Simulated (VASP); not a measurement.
# YbH3 (Fm-3m) in VASP: convergence with k mesh

Aim: find how far k mesh must go before the results for YbH3 settle, at PBEsol. This setting moves, with any that are tied to it; all else stays.

Program: VASP 6.6.1. These are calculated values, not measurements. Logs are shortened: lines on timing, memory, paths and dates and some standing lists are left out, and cuts for length are marked.

### 1 The crystal as given

Symmetry: Fm-3m, No. 225, cubic system. Conventional cell: a = 5.210 Å, b = 5.210 Å, c = 5.210 Å, α = 90.00°, β = 90.00°, γ = 90.00°. Yb (site symmetry m-3m) has 8 H at 2.26 Å as nearest neighbours. Around H (site symmetry m-3m) lie 8 H at 2.26 Å. H (site symmetry -43m) is surrounded by 4 Yb at 2.26 Å and 4 H at 2.26 Å.

The cell comes from a database or a generator and needn't be the stable form of this composition.

### 2 With k mesh 2 × 2 × 2

File INCAR:

```
PREC = Accurate
ENCUT = 520
EDIFF = 1E-7
ISMEAR = 0
SIGMA = 0.02
LREAL = F
LASPH = T
NELM = 150
ALGO = Normal
ISIF = 2
LWAVE = F
LCHARG = F
ISPIN = 2
MAGMOM = 1 0 0 0
LORBIT = 11
LMAXMIX = 6
GGA = PS
NBANDS = 26
```

File KPOINTS:

```
Automatic mesh
0
Gamma
  2 2 2
```

File POSCAR:

```
YbH3
1.0
    0.0000000000      2.6049710000      2.6049710000
    2.6049710000      0.0000000000      2.6049710000
    2.6049710000      2.6049710000      0.0000000000
Yb H
1 3
Direct
    0.0000000000      0.0000000000      0.0000000000
    0.5000000000      0.5000000000      0.5000000000
    0.2500000000      0.2500000000      0.2500000000
    0.7500000000      0.7500000000      0.7500000000
```

Potentials or basis: VASP PAW PBE potentials, release 64 (Yb, H).

Command:

```console
$ cat potpaw_PBE.64/Yb/POTCAR potpaw_PBE.64/H/POTCAR > POTCAR
$ mpirun -np 1 vasp_std > vasp.out
```

Wall time 30 s (1 thread of AMD EPYC 7R43 (Zen 3), shared host); peak memory 0.14 GiB.

What came out:

```
Free energy                                           : -15.1107 eV
Pressure                                              : -0.7 GPa
Band gap on the k mesh                                : none (metal or under the smearing width)
Net moment                                            : 0.50 μB per cell
Site moments                                          : Yb +0.20; H +0.08, +0.04 μB
Valence electrons inside the program's atomic spheres : Yb 22.11; H 0.47, 0.55
```

### 3 With k mesh 3 × 3 × 3

INCAR is that of step 2.

File KPOINTS:

```
Automatic mesh
0
Gamma
  3 3 3
```

POSCAR is that of step 2.

Potentials or basis: VASP PAW PBE potentials, release 64 (Yb, H).

Command:

```console
$ cat potpaw_PBE.64/Yb/POTCAR potpaw_PBE.64/H/POTCAR > POTCAR
$ mpirun -np 1 vasp_std > vasp.out
```

It took 47 s on 1 thread of AMD EPYC 7R43 (Zen 3), shared host; peak memory 0.15 GiB.

Results:

```yaml
Free_energy: -15.8052 eV
Pressure: -8.9 GPa
Band_gap_on_the_k_mesh: none (metal or under the smearing width)
Net_moment: 0.26 μB per cell
Site_moments: Yb +0.25; H +0.00, -0.00 μB
Valence_electrons_inside_the_program's_atomic_spheres: Yb 22.09; H 0.45, 0.53
```

### 4 With k mesh 4 × 4 × 4

INCAR is that of step 3.

File KPOINTS:

```
Automatic mesh
0
Gamma
  4 4 4
```

POSCAR is that of step 3.

Command:

```console
$ cat potpaw_PBE.64/Yb/POTCAR potpaw_PBE.64/H/POTCAR > POTCAR
$ mpirun -np 1 vasp_std > vasp.out
```

It took 74 s on 1 thread of AMD EPYC 7R43 (Zen 3), shared host; peak memory 0.15 GiB.

Results:

```
Free energy                                           : -15.6714 eV
Pressure                                              : -9.2 GPa
Band gap on the k mesh                                : none (metal or under the smearing width)
Net moment                                            : 0.38 μB per cell
Site moments                                          : Yb +0.36; H +0.00 μB
Valence electrons inside the program's atomic spheres : Yb 22.06; H 0.45, 0.53
```

### 5 With k mesh 5 × 5 × 5

INCAR is that of step 4.

File KPOINTS:

```
Automatic mesh
0
Gamma
  5 5 5
```

POSCAR is that of step 4.

Command:

```console
$ cat potpaw_PBE.64/Yb/POTCAR potpaw_PBE.64/H/POTCAR > POTCAR
$ mpirun -np 1 vasp_std > vasp.out
```

It took 65 s on 1 thread of AMD EPYC 7R43 (Zen 3), shared host; peak memory 0.15 GiB.

Results:

| Item | Value |
| --- | --- |
| Free energy | -15.6253 eV |
| Pressure | -9.3 GPa |
| Band gap on the k mesh | none (metal or under the smearing width) |
| Net moment | 0.42 μB per cell |
| Site moments | Yb +0.36; H +0.01 μB |
| Valence electrons inside the program's atomic spheres | Yb 22.06; H 0.45, 0.53 |

### 6 With k mesh 6 × 6 × 6

INCAR is that of step 5.

File KPOINTS:

```
Automatic mesh
0
Gamma
  6 6 6
```

POSCAR is that of step 5.

Potentials or basis: VASP PAW PBE potentials, release 64 (Yb, H).

Command:

```console
$ cat potpaw_PBE.64/Yb/POTCAR potpaw_PBE.64/H/POTCAR > POTCAR
$ mpirun -np 1 vasp_std > vasp.out
```

Wall time 84 s (1 thread of AMD EPYC 7R43 (Zen 3), shared host); peak memory 0.16 GiB.

Results:

| Item | Value |
| --- | --- |
| Free energy | -15.6332 eV |
| Pressure | -9.1 GPa |
| Band gap on the k mesh | none (metal or under the smearing width) |
| Net moment | -0.17 μB per cell |
| Site moments | Yb -0.14; H -0.01, -0.00 μB |
| Valence electrons inside the program's atomic spheres | Yb 22.07; H 0.45, 0.53 |

### 7 With k mesh 8 × 8 × 8

INCAR is that of step 6.

File KPOINTS:

```
Automatic mesh
0
Gamma
  8 8 8
```

POSCAR is that of step 6.

Command:

```console
$ cat potpaw_PBE.64/Yb/POTCAR potpaw_PBE.64/H/POTCAR > POTCAR
$ mpirun -np 1 vasp_std > vasp.out
```

It took 2.5 min on 1 thread of AMD EPYC 7R43 (Zen 3), shared host; peak memory 0.18 GiB.

What came out:

```yaml
Free_energy: -15.6483 eV
Pressure: -9.3 GPa
Band_gap_on_the_k_mesh: none (metal or under the smearing width)
Net_moment: -0.13 μB per cell
Site_moments: Yb -0.12; H -0.00 μB
Valence_electrons_inside_the_program's_atomic_spheres: Yb 22.07; H 0.45, 0.53
```

### 8 With k mesh 10 × 10 × 10

INCAR is that of step 7.

File KPOINTS:

```
Automatic mesh
0
Gamma
  10 10 10
```

POSCAR is that of step 7.

Command:

```console
$ cat potpaw_PBE.64/Yb/POTCAR potpaw_PBE.64/H/POTCAR > POTCAR
$ mpirun -np 1 vasp_std > vasp.out
```

Wall time 5.4 min (1 thread of AMD EPYC 7R43 (Zen 3), shared host); peak memory 0.19 GiB.

Results:

```yaml
Free_energy: -15.6453 eV
Pressure: -9.1 GPa
Band_gap_on_the_k_mesh: none (metal or under the smearing width)
Net_moment: 0.00 μB per cell
Valence_electrons_inside_the_program's_atomic_spheres: Yb 22.08; H 0.45, 0.53
```

### 9 With k mesh 12 × 12 × 12

INCAR is that of step 8.

File KPOINTS:

```
Automatic mesh
0
Gamma
  12 12 12
```

POSCAR is that of step 8.

Potentials or basis: VASP PAW PBE potentials, release 64 (Yb, H).

Command:

```console
$ cat potpaw_PBE.64/Yb/POTCAR potpaw_PBE.64/H/POTCAR > POTCAR
$ mpirun -np 1 vasp_std > vasp.out
```

Wall time 5.9 min (1 thread of AMD EPYC 7R43 (Zen 3), shared host); peak memory 0.23 GiB.

Results:

```
Free energy                                           : -15.6480 eV
Pressure                                              : -9.4 GPa
Band gap on the k mesh                                : none (metal or under the smearing width)
Net moment                                            : 0.00 μB per cell
Valence electrons inside the program's atomic spheres : Yb 22.08; H 0.45, 0.53
```

### 10 With k mesh 14 × 14 × 14

INCAR is that of step 9.

File KPOINTS:

```
Automatic mesh
0
Gamma
  14 14 14
```

POSCAR is that of step 9.

Potentials or basis: VASP PAW PBE potentials, release 64 (Yb, H).

Command:

```console
$ cat potpaw_PBE.64/Yb/POTCAR potpaw_PBE.64/H/POTCAR > POTCAR
$ mpirun -np 1 vasp_std > vasp.out
```

OUTCAR:

```text
PREC = Accurate
   ENCUT = 520
   EDIFF = 1E-7
   ISMEAR = 0
   LREAL = F
   LASPH = T
   NELM = 150
   ISIF = 2
   ISPIN = 2
   LORBIT = 11
   GGA = PS

 ion  position               nearest neighbor table
   1  0.000  0.000  0.000-   4 2.26   4 2.26   4 2.26   3 2.26   4 2.26   3 2.26   3 2.26   3 2.26

   2  0.500  0.500  0.500-
   3  0.250  0.250  0.250-   1 2.26   1 2.26   1 2.26   1 2.26
   4  0.750  0.750  0.750-   1 2.26   1 2.26   1 2.26   1 2.26

  LATTYP: Found a face centered cubic cell.
 ALAT       =     5.2099420000

  Lattice vectors:

 A1 = (   0.0000000000,   2.6049710000,   2.6049710000)
 A2 = (   2.6049710000,   0.0000000000,   2.6049710000)
 A3 = (   2.6049710000,   2.6049710000,   0.0000000000)

Analysis of symmetry for initial positions (statically):
=====================================================================
 Subroutine PRICEL returns:
 Original cell was already a primitive cell.

 Routine SETGRP: Setting up the symmetry group for a
 face centered cubic supercell.

 Subroutine GETGRP returns: Found 48 space group operations
 (whereof 48 operations were pure point group operations)
 out of a pool of 48 trial point group operations.

The static configuration has the point symmetry O_h .

Analysis of symmetry for dynamics (positions and initial velocities):
=====================================================================
 Subroutine PRICEL returns:
 Original cell was already a primitive cell.

 Routine SETGRP: Setting up the symmetry group for a
 face centered cubic supercell.

 Subroutine GETGRP returns: Found 48 space group operations
 (whereof 48 operations were pure point group operations)
 out of a pool of 48 trial point group operations.

The dynamic configuration has the point symmetry O_h .

Analysis of structural, dynamic, and magnetic symmetry:
=====================================================================
 Subroutine PRICEL returns:
 Original cell was already a primitive cell.

 Routine SETGRP: Setting up the symmetry group for a
 face centered cubic supercell.

 Subroutine GETGRP returns: Found 48 space group operations
 (whereof 48 operations were pure point group operations)
 out of a pool of 48 trial point group operations.

The overall configuration has the point symmetry O_h .

 Subroutine INISYM returns: Found 48 space group operations
 (whereof 48 operations are pure point group operations),
 and found     1 'primitive' translations

[... 120 lines left out ...]
  Fermi-wavevector in a.u.,A,eV,Ry     =   1.496407  2.827800 30.466645  2.239235
  Thomas-Fermi vector in A             =   2.608428
   LORBIT       =     11    0 simple, 1 ext, 2 COOP (PROOUT), +10 PAW based schemes
   GGA     = PS    functional components
   LHFCALC =     F    Hartree Fock is set to
   AEXX    =    0.0000 exact exchange contribution
   IVDW    =     0    specifies the selected vdW correction
   LEPSILON=     F    determine dielectric tensor
   LRPA    =     F    only Hartree local field effects (RPA)
 spin polarized calculation
 Gauss-broadening in eV      SIGMA  =   0.02
  energy-cutoff  :      520.00
  volume of cell :       35.35
 maximum number of plane-waves:       967
   NGX = 13   NGY = 13   NGZ = 13

 number of electron      27.0000013 magnetization      -0.0089600

 number of electron      27.0000013 magnetization       0.0841780

 Free energy of the ion-electron system (eV)
  ---------------------------------------------------
  ext. energy  EPLUGINS =         0.00000000
  ---------------------------------------------------
  free energy    TOTEN  =       -15.64580441 eV

  energy without entropy =      -15.64541825  energy(sigma->0) =      -15.64561133

 E-fermi :   1.3186     XC(G=0): -11.0653

 val. band max:        1.3013116947   @ k =   0.5000   0.2143   0.0714
 cond. band min:       1.3208606093   @ k =   0.4286   0.2143   0.0000
 fundamental gap:      0.0195489147
 Fermi energy:         1.3185674196

 spin component 1

 k-point     1 :       0.0000    0.0000    0.0000
  band No.  band energies     occupation
      1     -49.7637      1.00000
      2     -21.7911      1.00000
      3     -21.7911      1.00000
      4     -21.7911      1.00000
      5      -7.2023      1.00000
      6      -0.0543      1.00000
[... 661 lines left out ...]
     24      17.9442      0.00000
     25      19.2000      0.00000

 [... further k-points ...]

 spin component 2

 k-point     1 :       0.0000    0.0000    0.0000
  band No.  band energies     occupation
      1     -49.7314      1.00000
      2     -21.7680      1.00000
      3     -21.7680      1.00000
      4     -21.7680      1.00000
      5      -7.1949      1.00000
      6      -0.0080      1.00000
[... 661 lines left out ...]
     24      17.9544      0.00000
     25      19.2088      0.00000

 [... further k-points ...]

 [bands above 25 left out]

------------------------ aborting loop because EDIFF is reached ----------------------------------------

  FORCE on cell =-STRESS in cart. coord.  units (eV):
  Direction    XX          YY          ZZ          XY          YZ          ZX
  --------------------------------------------------------------------------------------
  -------------------------------------------------------------------------------------
  Total       -1.9612026     -1.9612026     -1.9612026      0.0000000      0.0000000     -0.0000000
  in kB      -88.8780199    -88.8780199    -88.8780199      0.0000000      0.0000000     -0.0000000
  external PRESSURE =     -88.8780199 kB  Pullay stress =       0.0000000 kB

 VOLUME and BASIS-vectors are now :
 -----------------------------------------------------------------------------
  energy-cutoff  :      520.00
  volume of cell :       35.35
      direct lattice vectors                 reciprocal lattice vectors
     0.000000000  2.604971000  2.604971000    -0.191940716  0.191940716  0.191940716
     2.604971000  0.000000000  2.604971000     0.191940716 -0.191940716  0.191940716
     2.604971000  2.604971000  0.000000000     0.191940716  0.191940716 -0.191940716

 POSITION                                       TOTAL-FORCE (eV/Angst)
 -----------------------------------------------------------------------------------
      0.00000      0.00000      0.00000        -0.000000     -0.000000     -0.000000
      2.60497      2.60497      2.60497        -0.000000     -0.000000     -0.000000
      1.30249      1.30249      1.30249        -0.000000      0.000000     -0.000000
      3.90746      3.90746      3.90746         0.000000      0.000000      0.000000
 -----------------------------------------------------------------------------------
    total drift:                               -0.000000      0.000000      0.000000

  FREE ENERGIE OF THE ION-ELECTRON SYSTEM (eV)
  ---------------------------------------------------
  free  energy   TOTEN  =       -15.6458044138 eV

  energy  without entropy=      -15.6454182508  energy(sigma->0) =      -15.64561133

 total charge

# of ion       s       p       d       f       tot
--------------------------------------------------
    1        2.111   6.047   0.488  13.428  22.075
    2        0.439   0.006   0.000   0.000   0.445
    3        0.526   0.006   0.000   0.000   0.532
    4        0.526   0.006   0.000   0.000   0.532
--------------------------------------------------
tot          3.603   6.065   0.488  13.428  23.584

 magnetization (x)

# of ion       s       p       d       f       tot
--------------------------------------------------
    1        0.000  -0.001   0.003   0.074   0.076
    2        0.001   0.000   0.000   0.000   0.001
    3        0.001   0.000   0.000   0.000   0.001
    4        0.001   0.000   0.000   0.000   0.001
--------------------------------------------------
tot          0.002  -0.000   0.003   0.074   0.078
```

Wall time 15 min (1 thread of AMD EPYC 7R43 (Zen 3), shared host); peak memory 0.26 GiB.

Results:

```
Free energy                                           : -15.6458 eV
Pressure                                              : -8.9 GPa
Band gap on the k mesh                                : none (metal or under the smearing width)
Net moment                                            : 0.08 μB per cell
Site moments                                          : Yb +0.08; H +0.00 μB
Valence electrons inside the program's atomic spheres : Yb 22.07; H 0.45, 0.53
```

### 11 Summary

```
      k mesh  energy less the tightest run, at zero smearing (meV/atom)  pressure (GPa)  largest site moment (μB)  SCF cycles  CPU time (s)  peak memory (GiB)
   2 × 2 × 2                                                     133.75           -0.68                      0.20          19            29               0.14
   3 × 3 × 3                                                     -39.77           -8.85                      0.25          22            46               0.15
   4 × 4 × 4                                                      -6.18           -9.21                      0.36          26            74               0.15
   5 × 5 × 5                                                       5.21           -9.33                      0.36          21            64               0.15
   6 × 6 × 6                                                       3.24           -9.12                      0.14          22            83               0.16
   8 × 8 × 8                                                      -0.59           -9.26                      0.12          22           150               0.18
10 × 10 × 10                                                       0.08           -9.13                      0.00          22           320               0.19
12 × 12 × 12                                                      -0.55           -9.36                      0.00          20           350               0.23
14 × 14 × 14                                                       0.00           -8.89                      0.08          25           870               0.26
```

Against the tightest run, the energy stays within 1 meV/atom from 8 × 8 × 8 on. Not settled before the last step: the pressure (to 0.1 GPa), the largest site moment (to 0.02 μB). Meshes of other sizes hit other points, so gaps and Fermi surfaces needn't settle smoothly. The tightest run that finished is the yardstick and may itself not be fully converged.

Caveats: the PAW data sets were made with another functional, which shifts forces and pressure a little; spin-orbit coupling is left out, which moves the levels of the heavy elements; without U or exact exchange the open f shell lies at the Fermi level, which spoils levels, moments and volumes.
